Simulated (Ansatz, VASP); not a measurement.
# MgO: VASP beside Ansatz

```
Mg O
1.0
     0.00000    2.18222    2.18222
     2.18222    0.00000    2.18222
     2.18222    2.18222    0.00000
Mg O
1 1
Direct
  0.00000 0.00000 0.00000
  0.50000 0.50000 0.50000
```

Alike in both runs: task single point; functional PBE; k mesh 10 × 10 × 10; occupations methfessel-paxton of order 1, width 0.0508 eV; no spin polarisation.

|  | VASP | Ansatz |
| --- | --- | --- |
| version | VASP 6.6.1 | Ansatz 0.2.0 |
| potentials or method | VASP PAW PBE potentials, release 64 (Mg, O) | PAW plane waves |
| plane-wave cutoff (eV) | 520 | 420 |
| valence electrons in the cell | 8 | 16 |

|  | VASP | Ansatz | Ansatz less VASP |
| --- | --- | --- | --- |
| gap on the k mesh at the Fermi level (eV) | 3.76 | 3.78 | +0.020 |
| pressure (GPa) | -10.5 | -9.8 | +0.74 |

The functional is the same, so the differences come from potentials, cutoffs and numerics. The two sets of potentials don't hold the same shells in valence.

As with any semilocal functional, this PBE gap is likely too small.
